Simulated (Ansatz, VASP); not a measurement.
This is a calculation of Y for VASP 6.6.1.

Contents of INCAR:

```
  PREC = Accurate
  ENCUT = 520
  EDIFF = 1E-6
  ISMEAR = -1
  SIGMA = 0.05
  LREAL = False
  LASPH = True
  NELM = 80
  ALGO = Fast
  ISIF = 2
  LWAVE = False
  LCHARG = False
  GGA = PE
  NBANDS = 18
```

KPOINTS

```
Automatic mesh
0
Gamma
  8 8 5
```

Contents of POSCAR:

```
Y
1.0
    3.5981047680      0.0000000000      0.0000000000
   -1.7990523840      3.1160501346      0.0000000000
    0.0000000000      0.0000000000      5.6531499653
Y
2
Direct
    0.6666666667      0.3333333333      0.7500000000
    0.3333333333      0.6666666667      0.2500000000
```

Potentials or basis: VASP PAW PBE potentials, release 64 (Y_sv).

The run is started by

```sh
$ cat potpaw_PBE.64/Y_sv/POTCAR > POTCAR
$ mpirun -np 1 vasp_std > vasp.out
```

Problem. Set up the same calculation for Ansatz 0.2.0. Potentials there: all-electron LAPW, scalar-relativistic.

Solution. As run (the cutoff follows the program's own potentials):

input.yaml

```yaml
crystal:
  lattice:
    - [3.598104768, 0.0, 0.0]
    - [-1.799052384, 3.1160501346, 0.0]
    - [0.0, 0.0, 5.6531499653]
  atoms:
    - { symbol: "Y", position: [0.6666666667, 0.3333333333, 0.75] }
    - { symbol: "Y", position: [0.3333333333, 0.6666666667, 0.25] }
kpoints:
  mp_grid: { grid: [8, 8, 5] }
scf:
  occupations: { method: fermi_dirac, width: 0.05 }
hamiltonian:
  xc: pbe
  pseudopotentials: { kind: all_electron, lapw: { basis_error: 0.0005 } }
output:
  forces: true
  stress: true
  eigenvalues: true
```

Potentials or basis: all-electron LAPW, scalar-relativistic.

Run with:

```bash
$ ansatz run input.yaml --threads 1 --pin off --max-ram 3072MiB --backend cpu --events-out ev --progress --plain --runs-dir out
```

Both were run:

|  | VASP | Ansatz | Ansatz less VASP |
| --- | --- | --- | --- |
| gap on the k mesh at the Fermi level (eV) | none | none | - |
| pressure (GPa) | 1.5 | 1.6 | +0.12 |
| largest component of the traceless stress (GPa) | 0.24 | 0.24 | +0.002 |

A gap of «none» marks a metal or a gap that the smearing closes. Ansatz ran all-electron here, so the differences hold the error of VASP's frozen core and of both bases.
